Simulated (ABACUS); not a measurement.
Sb under changes of volume

One of the cells (31.554 Å³/atom); the others are scaled copies at fixed shape and fractional positions:

```
Sb
1.0
     3.16000    0.00000    0.00000
     0.00000    3.16000    0.00000
     0.00000    0.00000    3.16000
Sb
1
Cartesian
  0.0000 0.0000 0.0000
```

This isn't the form of Sb at room conditions, which is rhombohedral.

```yaml
Program: ABACUS 3.10.1
Functional: PBEsol
Potentials_or_basis: PseudoDojo NC SR 0.4.1 PBEsol standard
Cutoff: 1102 eV
Density_cutoff: 4408 eV
Basis: plane waves
k_mesh: 8 × 8 × 8
Occupations: fermi-dirac, width 0.05 eV
Spin: no spin polarisation
```

```tsv
volume (Å³/atom)	energy over the lowest point (meV/atom)	pressure (GPa)
29.661	0.00	-1.7
30.292	8.54	-2.8
30.923	21.38	-3.8
31.554	37.99	-4.7
32.186	?	?
32.817	80.82	-6.2
33.448	106.26	-6.8
```

What does the run at 32.186 Å³/atom give?

Energy over the lowest point 57.95 meV/atom; pressure -5.5 GPa.

Worked out: A Birch-Murnaghan fit of order 3 (a polynomial in V^(-2/3)) to the other rows has its minimum at 28.91 Å³/atom, just outside them, with B0 = V·E''(V) = 66 GPa and B' = 4.8. It gives 57.96 meV/atom at 32.186 Å³/atom, against the run's 57.95, and -dE/dV = -5.5 GPa, against -5.5.

Energies are extrapolated to zero smearing.
